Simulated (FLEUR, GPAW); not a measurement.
**PBEsol against AM05 over 6 crystals**

Computed bulk modulus (GPa) at each level. Moduli come from Birch-Murnaghan fits over scaled cells with fixed shape and fractions. Among the elements in a form other than the usual one at room conditions: Sn. Spin polarisation and spin-orbit coupling are off unless named.

- PBEsol: GPAW (PAW data sets generated for this functional) for Sn, Ag, GaAs, PbTe, Ge; FLEUR (all-electron) for Pb; cutoff 600 eV for plane waves; k meshes of 216 to 1331 points
- AM05: GPAW (PAW data sets generated for this functional) for Sn, Ag, GaAs, PbTe, Ge; FLEUR (all-electron) for Pb; cutoff 600 eV for plane waves; k meshes of 216 to 1331 points

```csv
crystal,PBEsol,AM05
Sn (Fd-3m),41.9,40.2
Ag (Fm-3m),119.3,113.7
GaAs (F-43m),70.6,68.8
Pb (Fm-3m),48.7,45.1
PbTe (Fm-3m),45.4,42.4
Ge (Fd-3m),67.2,65.6
```

Task: How do the values move from PBEsol?

Result: AM05 lies below PBEsol in 6 of 6 crystals, with a median shift of -4.4 % (-7.4 % for Pb to -2.4 % for Ge). The figures use the values as printed. Spin-orbit coupling, where left out, moves volumes and moduli of the heaviest elements a little. Meshes of this size aren't converged for the metals. Columns can differ in meshes within a row, which adds scatter of its own.
